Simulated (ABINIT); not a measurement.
# Al (Im-3m) in ABINIT: convergence with k mesh

Aim: find how far k mesh must go before the results for Al settle, at PBEsol. This setting moves, with any that are tied to it; all else stays.

All numbers are computed with ABINIT 10.8.3 (patched build); they aren't measurements. Logs are shortened: lines on timing, memory, paths and dates and some standing lists are left out, and cuts for length are marked. The log counts tension as positive stress, the text compression.

### 1 Starting point

The structure is cubic, space group Im-3m (No. 229). The conventional cell has a = 3.182 Å, b = 3.182 Å, c = 3.182 Å, α = 90.00°, β = 90.00°, γ = 90.00°. Al (site symmetry m-3m) is surrounded by 8 Al at 2.76 Å.

This isn't the form of Al at room conditions, which is fcc.

### 2 With k mesh 2 × 2 × 2

Contents of run.abi:

```
pp_dirpath "./"
pseudos "Al.GGA_PBE-JTH.xml"

acell 3*1.0
rprim
    -3.0069675285     3.0069675285     3.0069675285
     3.0069675285    -3.0069675285     3.0069675285
     3.0069675285     3.0069675285    -3.0069675285
ntypat 1
znucl 13
natom 1
typat 1
xred
     0.0000000000     0.0000000000     0.0000000000

ecut 408.170794 eV
pawecutdg 30.0
pawxcdev 0

kptopt 1
ngkpt 2 2 2
nshiftk 1
shiftk 0.0 0.0 0.0

ixc -116133

nband 6
occopt 7
tsmear 0.00367493

nstep 100
tolvrs 1.0e-9

iomode 3
prtwf 0
prtden 0
prteig 0
prtebands 0
enunit 2
prtvol 2
```

Potentials or basis: JTH PAW PBE v2.0.

On the command line:

```
$ abinit run.abi > log 2>&1
```

Run time: 2.7 s. Hardware: 1 thread of Arm Neoverse V1, shared host; peak memory 0.07 GiB.

It converged, with:

- Free energy: -58.0761 eV
- Pressure: -2.4 GPa
- Band gap on the k mesh: none (metal or under the smearing width)
- Valence electrons inside the program's atomic spheres: Al 0.75 (radii [1.0074] Å)

### 3 With k mesh 4 × 4 × 4

Changes to run.abi since step 2:

```diff
@@ -20,3 +20,3 @@
 kptopt 1
-ngkpt 2 2 2
+ngkpt 4 4 4
 nshiftk 1
```

Potentials or basis: JTH PAW PBE v2.0.

On the command line:

```
$ abinit run.abi > log 2>&1
```

Wall time 2.6 s (1 thread of Arm Neoverse V1, shared host); peak memory 0.07 GiB.

Results (log left out):

- Free energy: -56.9060 eV
- Pressure: 2.9 GPa
- Band gap on the k mesh: none (metal or under the smearing width)
- Valence electrons inside the program's atomic spheres: Al 0.75 (radii [1.0074] Å)

### 4 With k mesh 5 × 5 × 5

Changes to run.abi since step 3:

```diff
@@ -20,3 +20,3 @@
 kptopt 1
-ngkpt 4 4 4
+ngkpt 5 5 5
 nshiftk 1
```

On the command line:

```
$ abinit run.abi > log 2>&1
```

It took 2.6 s on 1 thread of Arm Neoverse V1, shared host; peak memory 0.07 GiB.

It converged, with:

* Free energy: -57.1528 eV
* Pressure: 4.3 GPa
* Band gap on the k mesh: none (metal or under the smearing width)
* Valence electrons inside the program's atomic spheres: Al 0.76 (radii [1.0074] Å)

### 5 With k mesh 7 × 7 × 7

Changes to run.abi since step 4:

```diff
@@ -20,3 +20,3 @@
 kptopt 1
-ngkpt 5 5 5
+ngkpt 7 7 7
 nshiftk 1
@@ -39,2 +39 @@
 enunit 2
-prtvol 2
```

On the command line:

```
$ abinit run.abi > log 2>&1
```

It took 3.2 s on 1 thread of Arm Neoverse V1, shared host; peak memory 0.07 GiB.

The run converged. Its results:

| Property | Result |
| --- | --- |
| Free energy | -57.1270 eV |
| Pressure | 2.0 GPa |
| Band gap on the k mesh | none (metal or under the smearing width) |
| Valence electrons inside the program's atomic spheres | Al 0.75 (radii [1.0074] Å) |

### 6 With k mesh 9 × 9 × 9

Changes to run.abi since step 5:

```diff
@@ -20,3 +20,3 @@
 kptopt 1
-ngkpt 7 7 7
+ngkpt 9 9 9
 nshiftk 1
```

Potentials or basis: JTH PAW PBE v2.0.

On the command line:

```
$ abinit run.abi > log 2>&1
```

It took 3.6 s on 1 thread of Arm Neoverse V1, shared host; peak memory 0.07 GiB.

The run converged. Its results:

- Free energy: -57.1443 eV
- Pressure: 2.5 GPa
- Band gap on the k mesh: none (metal or under the smearing width)
- Valence electrons inside the program's atomic spheres: Al 0.75 (radii [1.0074] Å)

### 7 With k mesh 11 × 11 × 11

Changes to run.abi since step 6:

```diff
@@ -20,3 +20,3 @@
 kptopt 1
-ngkpt 9 9 9
+ngkpt 11 11 11
 nshiftk 1
```

On the command line:

```
$ abinit run.abi > log 2>&1
```

Wall time 3.8 s (1 thread of Arm Neoverse V1, shared host); peak memory 0.07 GiB.

It converged, with:

```yaml
Free_energy: -57.1504 eV
Pressure: 2.4 GPa
Band_gap_on_the_k_mesh: none (metal or under the smearing width)
Valence_electrons_inside_the_program's_atomic_spheres: Al 0.75 (radii [1.0074] Å)
```

### 8 With k mesh 13 × 13 × 13

Changes to run.abi since step 7:

```diff
@@ -20,3 +20,3 @@
 kptopt 1
-ngkpt 11 11 11
+ngkpt 13 13 13
 nshiftk 1
```

On the command line:

```
$ abinit run.abi > log 2>&1
```

Wall time 5 s (1 thread of Arm Neoverse V1, shared host); peak memory 0.07 GiB.

It converged, with:

- Free energy: -57.1529 eV
- Pressure: 2.1 GPa
- Band gap on the k mesh: none (metal or under the smearing width)
- Valence electrons inside the program's atomic spheres: Al 0.75 (radii [1.0074] Å)

### 9 With k mesh 15 × 15 × 15

Changes to run.abi since step 8:

```diff
@@ -20,3 +20,3 @@
 kptopt 1
-ngkpt 13 13 13
+ngkpt 15 15 15
 nshiftk 1
```

Potentials or basis: JTH PAW PBE v2.0.

On the command line:

```
$ abinit run.abi > log 2>&1
```

Wall time 5.4 s (1 thread of Arm Neoverse V1, shared host); peak memory 0.08 GiB.

The run converged. Its results:

```
Free energy                                           : -57.1513 eV
Pressure                                              : 2.3 GPa
Band gap on the k mesh                                : none (metal or under the smearing width)
Valence electrons inside the program's atomic spheres : Al 0.75 (radii [1.0074] Å)
```

### 10 With k mesh 18 × 18 × 18

Changes to run.abi since step 9:

```diff
@@ -20,3 +20,3 @@
 kptopt 1
-ngkpt 15 15 15
+ngkpt 18 18 18
 nshiftk 1
```

Potentials or basis: JTH PAW PBE v2.0.

On the command line:

```
$ abinit run.abi > log 2>&1
```

run.abo:

```text
.Version 10.8.3 of ABINIT
 Symmetries : space group Im -3 m (#229); Bravais cI (body-center cubic)
================================================================================
 Values of the parameters that define the memory need of the present run
     intxc =       0    ionmov =       0      iscf =      17    lmnmax =       8
     lnmax =       4     mgfft =      20  mpssoang =       2    mqgrid =    3001
     natom =       1  nloc_mem =       2    nspden =       1   nspinor =       1
    nsppol =       1      nsym =      48    n1xccc =       1    ntypat =       1
    occopt =       7   xclevel =       2
       mpw =         321          nfft =        8000          nkpt =         195
 PAW method is used; the additional fine FFT grid is defined by:
   mgfftf=        27    nfftf =     19683
================================================================================
================================================================================

--------------------------------------------------------------------------------
------------- Echo of variables that govern the present computation ------------
--------------------------------------------------------------------------------
 -outvars: echo values of preprocessed input variables --------
            acell      1.0000000000E+00  1.0000000000E+00  1.0000000000E+00 Bohr
              amu      2.69815390E+01
             ecut      1.50000000E+01 Hartree
           enunit           2
                       outvar_i_n : Printing only first  50 k-points.
              ixc     -116133
                       outvar_i_n : Printing only first  50 k-points.
         kptrlatt       18    0    0      0   18    0      0    0   18
          kptrlen      9.37479696E+01
            natom           1
            nband           6
            ngfft          20      20      20
          ngfftdg          27      27      27
             nkpt         195
            nstep         100
             nsym          48
           ntypat           1
                       prtocc : prtvol=0, do not print more k-points.
           occopt           7
        pawecutdg      3.00000000E+01 Hartree
         pawxcdev           0
           prtden           0
        prtebands           0
           prteig           0
[... 155 lines left out ...]
comment             : Components of total free energy in Hartree
kinetic             :  8.39459400486501E-01
hartree             :  2.91905542066141E-03
xc                  : -1.07493985477678E+00
Ewald energy        : -2.72310065997952E+00
psp_core            : -1.00744310404574E-01
local_psp           :  2.98750195963685E-01
PAW spherical_terms :  6.57448767564011E-01
internal            : -2.10020740572602E+00
'-kT*entropy'       : -7.16079591957605E-05
total_energy        : -2.10027901368521E+00
total_energy_eV     : -5.71515034657163E+01
...

--- !EnergyTermsDC
iteration_state     : {dtset: 1, }
comment             : '"Double-counting" decomposition of free energy'
band_energy         :  5.05900645613542E-01
Ewald energy        : -2.72310065997952E+00
psp_core            : -1.00744310404574E-01
xc_dc               :  3.50682193818506E-02
PAW spherical_terms :  1.82665936978472E-01
internal            : -2.10021016841023E+00
'-kT*entropy'       : -7.16079591957605E-05
total_energy_dc     : -2.10028177636942E+00
total_energy_dc_eV  : -5.71515786421835E+01
...

--- !EnergyTermsWithPAWCore
iteration_state     : {dtset: 1, }
comment             : 'Components of total free energy, including PAW core contributions'
Total energy        : -2.42342225562645E+02
Total energy DC     : -2.42342228325329E+02
Total energy (eV)   : -6.59446790349577E+03
Total energy DC (eV): -6.59446797867224E+03
...

 Cartesian components of stress tensor (hartree/bohr^3)
  sigma(1 1)= -8.48270256E-05  sigma(3 2)=  0.00000000E+00
  sigma(2 2)= -8.48270256E-05  sigma(3 1)=  0.00000000E+00
  sigma(3 3)= -8.48270256E-05  sigma(2 1)=  0.00000000E+00

-Cartesian components of stress tensor (GPa)         [Pressure=  2.4957E+00 GPa]
- sigma(1 1)= -2.49569726E+00  sigma(3 2)=  0.00000000E+00
- sigma(2 2)= -2.49569726E+00  sigma(3 1)=  0.00000000E+00
- sigma(3 3)= -2.49569726E+00  sigma(2 1)=  0.00000000E+00

== END DATASET(S) ==============================================================
================================================================================

 -outvars: echo values of variables after computation  --------
            acell      1.0000000000E+00  1.0000000000E+00  1.0000000000E+00 Bohr
           etotal     -2.1002817764E+00
            fcart     -0.0000000000E+00 -0.0000000000E+00 -0.0000000000E+00
            rprim     -3.0069675285E+00  3.0069675285E+00  3.0069675285E+00
                       3.0069675285E+00 -3.0069675285E+00  3.0069675285E+00
                       3.0069675285E+00  3.0069675285E+00 -3.0069675285E+00
           strten     -8.4827025594E-05 -8.4827025594E-05 -8.4827025594E-05
                       0.0000000000E+00  0.0000000000E+00  0.0000000000E+00
 Calculation completed.
```

It took 8 s on 1 thread of Arm Neoverse V1, shared host; peak memory 0.08 GiB.

Results:

* Free energy: -57.1516 eV
* Pressure: 2.5 GPa
* Band gap on the k mesh: none (metal or under the smearing width)
* Valence electrons inside the program's atomic spheres: Al 0.75 (radii [1.0074] Å)

### 11 Summary

```
      k mesh  energy less the tightest run, at zero smearing (meV/atom)  pressure (GPa)  SCF cycles  CPU time (s)  peak memory (GiB)
   2 × 2 × 2                                                    -912.22           -2.38           7           2.7               0.07
   4 × 4 × 4                                                     254.76            2.89           6           2.6               0.07
   5 × 5 × 5                                                       3.17            4.31           6           2.6               0.07
   7 × 7 × 7                                                      26.47            2.03           7           3.2               0.07
   9 × 9 × 9                                                       6.98            2.53           7           3.6               0.07
11 × 11 × 11                                                       2.10            2.42           6           3.8               0.07
13 × 13 × 13                                                      -1.62            2.09           7             5               0.07
15 × 15 × 15                                                       0.37            2.34           6           5.4               0.08
18 × 18 × 18                                                       0.00            2.50           7             8               0.08
```

Against the tightest run, the energy stays within 1 meV/atom from 15 × 15 × 15 on. Not settled before the last step: the pressure (to 0.1 GPa). Meshes of other sizes hit other points, so gaps and Fermi surfaces needn't settle smoothly. The tightest run that finished is the yardstick and may itself not be fully converged.

Caveats: the PAW data sets were made with another functional, which shifts forces and pressure a little.
